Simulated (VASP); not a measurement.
# YbH3 (Fm-3m) in VASP: equation of state

Aim: energy against volume of YbH3 in PBE, for its equilibrium volume and stiffness.

Everything below comes from runs of VASP 6.6.1. Logs are shortened: lines on timing, memory, paths and dates and some standing lists are left out, and cuts for length are marked.

### Step 1. The structure

The structure is cubic, space group Fm-3m (No. 225). The conventional cell has a = 5.210 Å, b = 5.210 Å, c = 5.210 Å, α = 90.00°, β = 90.00°, γ = 90.00°. Around Yb (site symmetry m-3m) lie 8 H at 2.26 Å. H (site symmetry m-3m) has 8 H at 2.26 Å as nearest neighbours. H (site symmetry -43m) has 4 Yb at 2.26 Å and 4 H at 2.26 Å as nearest neighbours.

The cell comes from a database or a generator and needn't be the stable form of this composition.

### Step 2. Equation of state, PBE, collinear spin, ferromagnetic start, 8.31 Å³/atom (volume scaled by 0.94)

INCAR reads:

```
PREC     = Accurate       # precision mode
ENCUT    = 520            # plane-wave cutoff, eV
EDIFF    = 1E-7           # SCF threshold, eV
ISMEAR   = -1             # smearing method
SIGMA    = 0.05           # smearing width, eV
LREAL    = False          # projectors in reciprocal space
LASPH    = True           # aspherical terms in the spheres
NELM     = 150            # most SCF steps
ALGO     = Normal         # electronic algorithm
ISIF     = 2              # what is computed and relaxed
LWAVE    = False          # write WAVECAR
LCHARG   = False          # write CHGCAR
ISPIN    = 2              # spin polarisation
MAGMOM   = 1 0 0 0        # initial moments
LORBIT   = 11             # projections on sites
LMAXMIX  = 6              # l up to which the mixer works
GGA      = PE             # functional
NBANDS   = 26             # bands
```

KPOINTS reads:

```
regular mesh
0
Gamma
  9 9 9
```

POSCAR reads:

```
YbH3
1.0
    0.0000000000      2.5517934052      2.5517934052
    2.5517934052      0.0000000000      2.5517934052
    2.5517934052      2.5517934052      0.0000000000
Yb H
1 3
Direct
    0.0000000000      0.0000000000      0.0000000000
    0.5000000000      0.5000000000      0.5000000000
    0.2500000000      0.2500000000      0.2500000000
    0.7500000000      0.7500000000      0.7500000000
```

Potentials or basis: VASP PAW PBE potentials, release 64 (Yb, H).

Run with:

```sh
$ cat potpaw_PBE.64/Yb/POTCAR potpaw_PBE.64/H/POTCAR > POTCAR
$ mpirun -np 1 vasp_std > vasp.out
```

OUTCAR:

```text
PREC = Accurate
   ENCUT = 520
   EDIFF = 1E-7
   ISMEAR = -1
   LREAL = False
   LASPH = True
   NELM = 150
   ISIF = 2
   ISPIN = 2
   LORBIT = 11
   GGA = PE

 Found     35 irreducible k-points:

 Following reciprocal coordinates:
            Coordinates               Weight
  0.000000  0.000000  0.000000      1.000000
  0.111111  0.000000  0.000000      8.000000
  0.222222  0.000000  0.000000      8.000000
  0.333333  0.000000  0.000000      8.000000
  0.444444  0.000000  0.000000      8.000000
  0.111111  0.111111  0.000000      6.000000
   k-points           NKPTS =     35   k-points in BZ     NKDIM =     35   number of bands    NBANDS=     26
   number of dos      NEDOS =    301   number of ions     NIONS =      4
   total plane-waves  NPLWV =  21952
   dimension x,y,z NGX =    28 NGY =   28 NGZ =   28
   dimension x,y,z NGXF=    56 NGYF=   56 NGZF=   56
   ions per type =               1   3
   NGX,Y,Z   is equivalent  to a cutoff of  12.90, 12.90, 12.90 a.u.
   NGXF,Y,Z  is equivalent  to a cutoff of  25.80, 25.80, 25.80 a.u.
 SYSTEM =  unknown system
   PREC   = accura    normal or accurate (medium, high low for compatibility)
   ISTART =      0    job   : 0-new  1-cont  2-samecut
   ICHARG =      2    charge: 1-file 2-atom 10-const
   ISPIN  =      2    spin polarized calculation?
   LNONCOLLINEAR =      F non collinear calculations
   LSORBIT =      F    spin-orbit coupling
   LASPH  =      T    aspherical Exc in radial PAW
   ENCUT  =  520.0 eV  38.22 Ry    6.18 a.u.   6.71  6.71  6.71*2*pi/ulx,y,z
   NELM   =    150;   NELMIN=  2; NELMDL= -5     # of ELM steps
   EDIFF  = 0.1E-06   stopping-criterion for ELM
   LREAL  =      F    real-space projection
   EDIFFG = 0.1E-05   stopping-criterion for IOM
   NSW    =      0    number of steps for IOM
   IBRION =     -1    ionic relax: 0-MD 1-quasi-New 2-CG
   NFREE  =      0    steps in history (QN), initial steepest desc. (CG)
   ISIF   =      2    stress and relaxation
   ISYM   =      2    0-nonsym 1-usesym 2-fastsym
   POTIM  = 0.5000    time-step for ionic-motion
   TEBEG  =    0.0;   TEEND  =   0.0 temperature during run
   PSTRESS=    0.0 pullay stress
   NELECT =      27.0000    total number of electrons
   NUPDOWN=      -1.0000    fix difference up-down
   EMIN   =  10.00;   EMAX   =-10.00  energy-range for DOS
   EFERMI =   0.00;   METHOD = LEGACY
   ISMEAR =    -1;   SIGMA  =   0.05  broadening in eV -4-tet -1-fermi 0-gaus
   EFERMI_NEDOS =   21; number of points for ismear=-14 and -15
   IALGO  =     38    algorithm
   IMIX   =      4    mixing-type and parameters
     AMIX     =   0.40;   BMIX     =  1.00
     AMIX_MAG =   1.60;   BMIX_MAG =  1.00
  volume/ion in A,a.u.               =       8.31        56.07
  Fermi-wavevector in a.u.,A,eV,Ry     =   1.527592  2.886729 31.749683  2.333536
  Thomas-Fermi vector in A             =   2.635467
   LORBIT       =     11    0 simple, 1 ext, 2 COOP (PROOUT), +10 PAW based schemes
   GGA     = PE    functional components
   LHFCALC =     F    Hartree Fock is set to
   AEXX    =    0.0000 exact exchange contribution
   IVDW    =     0    specifies the selected vdW correction
   LEPSILON=     F    determine dielectric tensor
   LRPA    =     F    only Hartree local field effects (RPA)
 spin polarized calculation
  energy-cutoff  :      520.00
  volume of cell :       33.23
 maximum number of plane-waves:       914
   NGX = 13   NGY = 13   NGZ = 13

 number of electron      26.9999987 magnetization       0.1450239

 Free energy of the ion-electron system (eV)
  ---------------------------------------------------
  ext. energy  EPLUGINS =         0.00000000
  ---------------------------------------------------
  free energy    TOTEN  =       -15.28061120 eV

  energy without entropy =      -15.25754475  energy(sigma->0) =      -15.26907798

 E-fermi :   1.7042     XC(G=0): -11.1816

 val. band max:        1.6906943249   @ k =   0.4444   0.2222   0.1111
 cond. band min:       1.7138156380   @ k =  -0.4444   0.2222   0.1111
[... 67 lines left out ...]
  band No.  band energies     occupation
      1     -49.3160      1.00000
      2     -21.3873      1.00000
      3     -21.3287      1.00000
      4     -21.3287      1.00000
      5      -6.8214      1.00000
      6       0.0155      1.00000
[... 17 lines left out ...]
     24      21.5474      0.00000
     25      21.5474      0.00000

 k-point     3 :       0.2222    0.0000    0.0000
  band No.  band energies     occupation
      1     -49.3084      1.00000
      2     -21.5490      1.00000
      3     -21.3470      1.00000
      4     -21.3470      1.00000
      5      -6.0236      1.00000
      6      -0.6218      1.00000
[... 17 lines left out ...]
     24      19.0539      0.00000
     25      19.0539      0.00000

 k-point     4 :       0.3333    0.0000    0.0000
  band No.  band energies     occupation
      1     -49.2997      1.00000
      2     -21.7244      1.00000
      3     -21.3677      1.00000
      4     -21.3677      1.00000
      5      -4.9160      1.00000
      6      -1.4867      1.00000
[... 17 lines left out ...]
     24      18.7710      0.00000
     25      19.3672      0.00000

 k-point     5 :       0.4444    0.0000    0.0000
  band No.  band energies     occupation
      1     -49.2940      1.00000
      2     -21.8346      1.00000
      3     -21.3812      1.00000
      4     -21.3811      1.00000
      5      -3.8038      1.00000
      6      -2.3897      1.00000
[... 17 lines left out ...]
     24      20.8208      0.00000
     25      20.8208      0.00000

 k-point     6 :       0.1111    0.1111    0.0000
  band No.  band energies     occupation
      1     -49.3150      1.00000
      2     -21.3885      1.00000
      3     -21.3412      1.00000
      4     -21.3412      1.00000
      5      -6.7257      1.00000
      6      -0.0635      1.00000
[... 17 lines left out ...]
     24      20.5577      0.00000
     25      20.5577      0.00000

 [... further k-points ...]

 [bands above 25 left out]

------------------------ aborting loop because EDIFF is reached ----------------------------------------

  FORCE on cell =-STRESS in cart. coord.  units (eV):
  Direction    XX          YY          ZZ          XY          YZ          ZX
  --------------------------------------------------------------------------------------
  -------------------------------------------------------------------------------------
  Total       -0.2170114     -0.2170114     -0.2170114      0.0000000      0.0000000     -0.0000000
  in kB      -10.4622863    -10.4622863    -10.4622863      0.0000000      0.0000000     -0.0000000
  external PRESSURE =     -10.4622863 kB  Pullay stress =       0.0000000 kB

 VOLUME and BASIS-vectors are now :
 -----------------------------------------------------------------------------
  energy-cutoff  :      520.00
  volume of cell :       33.23
      direct lattice vectors                 reciprocal lattice vectors
     0.000000000  2.551793405  2.551793405    -0.195940627  0.195940627  0.195940627
     2.551793405  0.000000000  2.551793405     0.195940627 -0.195940627  0.195940627
     2.551793405  2.551793405  0.000000000     0.195940627  0.195940627 -0.195940627

 POSITION                                       TOTAL-FORCE (eV/Angst)
 -----------------------------------------------------------------------------------
      0.00000      0.00000      0.00000         0.000000     -0.000000      0.000000
      2.55179      2.55179      2.55179         0.000000     -0.000000      0.000000
      1.27590      1.27590      1.27590         0.000000     -0.000000      0.000000
      3.82769      3.82769      3.82769        -0.000000      0.000000     -0.000000
 -----------------------------------------------------------------------------------
    total drift:                               -0.000000     -0.000000      0.000000

  FREE ENERGIE OF THE ION-ELECTRON SYSTEM (eV)
  ---------------------------------------------------
  free  energy   TOTEN  =       -15.2806112036 eV

  energy  without entropy=      -15.2575447515  energy(sigma->0) =      -15.26907798

 total charge

# of ion       s       p       d       f       tot
--------------------------------------------------
    1        2.116   6.070   0.519  13.413  22.119
    2        0.464   0.006   0.000   0.000   0.470
    3        0.554   0.007   0.000   0.000   0.560
    4        0.554   0.007   0.000   0.000   0.560
--------------------------------------------------
tot          3.687   6.090   0.519  13.413  23.709

 magnetization (x)

# of ion       s       p       d       f       tot
--------------------------------------------------
    1        0.000  -0.001   0.005   0.131   0.135
    2        0.001   0.000   0.000   0.000   0.001
    3        0.001   0.000   0.000   0.000   0.001
    4        0.001   0.000   0.000   0.000   0.001
--------------------------------------------------
tot          0.003  -0.001   0.005   0.131   0.137
```

Wall time 1.7 min (1 thread of Intel Xeon Platinum 8488C (Sapphire Rapids), shared host); peak memory 0.21 GiB.

Results:

- Free energy: -15.2806 eV
- Pressure: -1.0 GPa
- Band gap on the k mesh: none (metal or under the smearing width)
- Net moment: 0.15 μB per cell
- Site moments: Yb +0.14; H +0.00 μB
- Valence electrons inside the program's atomic spheres: Yb 22.12; H 0.47, 0.56

Caveat: spin-orbit coupling is left out, which moves the levels of the heavy elements; without U or exact exchange the open f shell lies at the Fermi level, which spoils levels, moments and volumes.

### Step 3. Equation of state, PBE, collinear spin, ferromagnetic start, 8.48 Å³/atom (volume scaled by 0.96)

INCAR reads:

```
SYSTEM = YbH3
  PREC = Accurate
  ENCUT = 520
  EDIFF = 1E-7
  ISMEAR = -1
  SIGMA = 0.05
  LREAL = .False.
  LASPH = .True.
  NELM = 120
  ALGO = Normal
  ISIF = 2
  LWAVE = .False.
  LCHARG = .False.
  ISPIN = 2
  MAGMOM = 1 0 0 0
  LORBIT = 11
  LMAXMIX = 6
  GGA = PE
  NBANDS = 26
```

KPOINTS reads:

```
regular mesh
0
Gamma
  9 9 9
  0 0 0
```

POSCAR reads:

```
YbH3
1.0
    0.0000000000      2.5697643734      2.5697643734
    2.5697643734      0.0000000000      2.5697643734
    2.5697643734      2.5697643734      0.0000000000
Yb H
1 3
Direct
    0.0000000000      0.0000000000      0.0000000000
    0.5000000000      0.5000000000      0.5000000000
    0.2500000000      0.2500000000      0.2500000000
    0.7500000000      0.7500000000      0.7500000000
```

Potentials or basis: VASP PAW PBE potentials, release 64 (Yb, H).

Run with:

```sh
$ cat potpaw_PBE.64/Yb/POTCAR potpaw_PBE.64/H/POTCAR > POTCAR
$ mpirun -np 1 vasp_std > vasp.out
```

Run time: 1.8 min. Hardware: 1 thread of Intel Xeon Platinum 8488C (Sapphire Rapids), shared host; peak memory 0.21 GiB.

The run converged. Its results:

```yaml
Free_energy: -15.2731 eV
Pressure: -2.7 GPa
Band_gap_on_the_k_mesh: none (metal or under the smearing width)
Net_moment: 0.16 μB per cell
Site_moments: Yb +0.15; H +0.00 μB
Valence_electrons_inside_the_program's_atomic_spheres: Yb 22.09; H 0.47, 0.56
```

Caveat: spin-orbit coupling is left out, which moves the levels of the heavy elements; without U or exact exchange the open f shell lies at the Fermi level, which spoils levels, moments and volumes.

### Step 4. Equation of state, PBE, collinear spin, ferromagnetic start, 8.66 Å³/atom (volume scaled by 0.98)

INCAR reads:

```
SYSTEM = YbH3
PREC     = Accurate       ! precision mode
ENCUT    = 520            ! plane-wave cutoff, eV
EDIFF    = 1E-7           ! SCF threshold, eV
ISMEAR   = -1             ! smearing method
SIGMA    = 0.05           ! smearing width, eV
LREAL    = .FALSE.        ! projectors in reciprocal space
LASPH    = .TRUE.         ! aspherical terms in the spheres
NELM     = 100            ! most SCF steps
ALGO     = Normal         ! electronic algorithm
ISIF     = 2              ! what is computed and relaxed
LWAVE    = .FALSE.        ! write WAVECAR
LCHARG   = .FALSE.        ! write CHGCAR
ISPIN    = 2              ! spin polarisation
MAGMOM   = 1 0 0 0        ! initial moments
LORBIT   = 11             ! projections on sites
LMAXMIX  = 6              ! l up to which the mixer works
GGA      = PE             ! functional
NBANDS   = 26             ! bands
```

KPOINTS reads:

```
regular mesh
0
G
  9 9 9
  0 0 0
```

POSCAR reads:

```
YbH3
1.0
    0.0000000000      2.5874874464      2.5874874464
    2.5874874464      0.0000000000      2.5874874464
    2.5874874464      2.5874874464      0.0000000000
Yb H
1 3
Direct
    0.0000000000      0.0000000000      0.0000000000
    0.5000000000      0.5000000000      0.5000000000
    0.2500000000      0.2500000000      0.2500000000
    0.7500000000      0.7500000000      0.7500000000
```

Run with:

```sh
$ cat potpaw_PBE.64/Yb/POTCAR potpaw_PBE.64/H/POTCAR > POTCAR
$ mpirun -np 1 vasp_std > vasp.out
```

Run time: 99 s. Hardware: 1 thread of Intel Xeon Platinum 8488C (Sapphire Rapids), shared host; peak memory 0.22 GiB.

Results (log left out):

| Property | Result |
| --- | --- |
| Free energy | -15.2589 eV |
| Pressure | -4.1 GPa |
| Band gap on the k mesh | none (metal or under the smearing width) |
| Net moment | 0.17 μB per cell |
| Site moments | Yb +0.16; H +0.00 μB |
| Valence electrons inside the program's atomic spheres | Yb 22.07; H 0.46, 0.55 |

Caveat: spin-orbit coupling is left out, which moves the levels of the heavy elements; without U or exact exchange the open f shell lies at the Fermi level, which spoils levels, moments and volumes.

### Step 5. Equation of state, PBE, collinear spin, ferromagnetic start, 9.02 Å³/atom (volume scaled by 1.02)

INCAR: that of step 4 with these lines changed.

```diff
@@ -8,3 +8,3 @@
 LASPH    = .TRUE.         ! aspherical terms in the spheres
-NELM     = 100            ! most SCF steps
+NELM     = 150            ! most SCF steps
 ALGO     = Normal         ! electronic algorithm
```

KPOINTS reads:

```
Automatic mesh
0
G
  9 9 9
  0 0 0
```

POSCAR reads:

```
YbH3
1.0
    0.0000000000      2.6222229663      2.6222229663
    2.6222229663      0.0000000000      2.6222229663
    2.6222229663      2.6222229663      0.0000000000
Yb H
1 3
Direct
    0.0000000000      0.0000000000      0.0000000000
    0.5000000000      0.5000000000      0.5000000000
    0.2500000000      0.2500000000      0.2500000000
    0.7500000000      0.7500000000      0.7500000000
```

Run with:

```sh
$ cat potpaw_PBE.64/Yb/POTCAR potpaw_PBE.64/H/POTCAR > POTCAR
$ mpirun -np 1 vasp_std > vasp.out
```

Wall time 87 s (1 thread of Intel Xeon Platinum 8488C (Sapphire Rapids), shared host); peak memory 0.22 GiB.

Results (log left out):

```
Free energy                                           : -15.2126 eV
Pressure                                              : -6.8 GPa
Band gap on the k mesh                                : none (metal or under the smearing width)
Net moment                                            : 0.19 μB per cell
Site moments                                          : Yb +0.17; H +0.00 μB
Valence electrons inside the program's atomic spheres : Yb 22.03; H 0.46, 0.54
```

Caveat: spin-orbit coupling is left out, which moves the levels of the heavy elements; without U or exact exchange the open f shell lies at the Fermi level, which spoils levels, moments and volumes.

### Step 6. Equation of state, PBE, collinear spin, ferromagnetic start, 9.19 Å³/atom (volume scaled by 1.04)

INCAR reads:

```
ALGO = Normal
EDIFF = 1E-7
ENCUT = 520
GGA = PE
ISIF = 2
ISMEAR = -1
ISPIN = 2
LASPH = T
LCHARG = F
LMAXMIX = 6
LORBIT = 11
LREAL = F
LWAVE = F
MAGMOM = 1 0 0 0
NBANDS = 26
NELM = 100
PREC = Accurate
SIGMA = 0.05
```

KPOINTS reads:

```
k-points
0
Gamma
  9 9 9
```

POSCAR reads:

```
YbH3
1.0
    0.0000000000      2.6392508653      2.6392508653
    2.6392508653      0.0000000000      2.6392508653
    2.6392508653      2.6392508653      0.0000000000
Yb H
1 3
Direct
    0.0000000000      0.0000000000      0.0000000000
    0.5000000000      0.5000000000      0.5000000000
    0.2500000000      0.2500000000      0.2500000000
    0.7500000000      0.7500000000      0.7500000000
```

Potentials or basis: VASP PAW PBE potentials, release 64 (Yb, H).

Run with:

```sh
$ cat potpaw_PBE.64/Yb/POTCAR potpaw_PBE.64/H/POTCAR > POTCAR
$ mpirun -np 1 vasp_std > vasp.out
```

Wall time 96 s (1 thread of Intel Xeon Platinum 8488C (Sapphire Rapids), shared host); peak memory 0.22 GiB.

Results (log left out):

- Free energy: -15.1818 eV
- Pressure: -7.7 GPa
- Band gap on the k mesh: none (metal or under the smearing width)
- Net moment: 0.19 μB per cell
- Site moments: Yb +0.18; H +0.00 μB
- Valence electrons inside the program's atomic spheres: Yb 22.01; H 0.46, 0.54

Caveat: spin-orbit coupling is left out, which moves the levels of the heavy elements; without U or exact exchange the open f shell lies at the Fermi level, which spoils levels, moments and volumes.

### Step 7. Equation of state, PBE, collinear spin, ferromagnetic start, 9.37 Å³/atom (volume scaled by 1.06)

INCAR reads:

```
SYSTEM = YbH3
ALGO = Normal
EDIFF = 1E-7
ENCUT = 520
GGA = PE
ISIF = 2
ISMEAR = -1
ISPIN = 2
LASPH = .True.
LCHARG = .False.
LMAXMIX = 6
LORBIT = 11
LREAL = .False.
LWAVE = .False.
MAGMOM = 1 0 0 0
NBANDS = 26
NELM = 100
PREC = Accurate
SIGMA = 0.05
```

KPOINTS reads:

```
k-points
0
Gamma
  9 9 9
  0 0 0
```

POSCAR reads:

```
YbH3
1.0
    0.0000000000      2.6560618336      2.6560618336
    2.6560618336      0.0000000000      2.6560618336
    2.6560618336      2.6560618336      0.0000000000
Yb H
1 3
Direct
    0.0000000000      0.0000000000      0.0000000000
    0.5000000000      0.5000000000      0.5000000000
    0.2500000000      0.2500000000      0.2500000000
    0.7500000000      0.7500000000      0.7500000000
```

Run with:

```sh
$ cat potpaw_PBE.64/Yb/POTCAR potpaw_PBE.64/H/POTCAR > POTCAR
$ mpirun -np 1 vasp_std > vasp.out
```

It took 99 s on 1 thread of Intel Xeon Platinum 8488C (Sapphire Rapids), shared host; peak memory 0.22 GiB.

Results (log left out):

* Free energy: -15.1465 eV
* Pressure: -8.7 GPa
* Band gap on the k mesh: none (metal or under the smearing width)
* Net moment: 0.20 μB per cell
* Site moments: Yb +0.18; H +0.00 μB
* Valence electrons inside the program's atomic spheres: Yb 21.99; H 0.45, 0.54

Caveat: spin-orbit coupling is left out, which moves the levels of the heavy elements; without U or exact exchange the open f shell lies at the Fermi level, which spoils levels, moments and volumes.

### Step 8. Equation of state, PBE, collinear spin, ferromagnetic start

No new run: the results of the series are fitted here.

Results:

| Property | Result |
| --- | --- |
| Equilibrium volume | 8.22 Å³/atom (rough: see the caveat) |
| Bulk modulus | 84 GPa (rough) |

Energy against volume, from the lowest point:
```
volume (Å³/atom)  energy (meV/atom)
           8.308               0.00
           8.485               1.87
           8.662               5.43
           8.839              10.53
           9.015              17.00
           9.192              24.71
           9.369              33.54
```

Caveat: the minimum lies outside the volumes run; spin-orbit coupling is left out, which moves the levels of the heavy elements; without U or exact exchange the open f shell lies at the Fermi level, which spoils levels, moments and volumes.
